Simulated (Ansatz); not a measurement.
## KCl in Ansatz: the effect of exact exchange

KCl:

```
K Cl
1.0
     3.83920    0.00000    0.00000
     0.00000    3.83920    0.00000
     0.00000    0.00000    3.83920
K Cl
1 1
Direct
  0.00000 0.00000 0.00000
  0.50000 0.50000 0.50000
```

Measurements of this composition are mostly on another form, of space group No. 225.

Alike in all runs:

```yaml
Program: Ansatz 0.2.0
Task: single point
Functional: HSE06 form with a typed share of exact exchange
Potentials_or_basis: Ansatz PAW
Cutoff: "420 eV (not typed: the program's choice for these potentials)"
k_mesh: 4 × 4 × 4
Occupations: fermi-dirac, width 0.05 eV
Spin: no spin polarisation
```

```tsv
exact exchange	gap on the mesh (eV)	pressure (GPa)
0.05	5.06	-0.1
0.1	?	?
0.15	5.60	-0.3
0.2	5.87	-0.4
0.25	6.14	-0.4
0.3	6.41	-0.5
0.4	6.97	-0.7
0.5	7.53	-0.9
```

Task: What does the run with exact exchange 0.1 give?

Result: gap on the mesh 5.33 eV; pressure -0.2 GPa.

Worked out: A straight line through the other rows of the gap on the mesh, of slope 5.49 eV per unit of exact exchange, gives 5.32 eV, against the run's 5.33. A straight line through the other rows of the pressure, of slope -1.72 GPa per unit of exact exchange, gives -0.2 GPa, against the run's -0.2.

Caveats: the PAW data sets come from PBE, with cores solved anew for the run's functional, which leaves a small shift of forces and pressure; the thresholds are loose for stress.

A k mesh can miss the band edges.
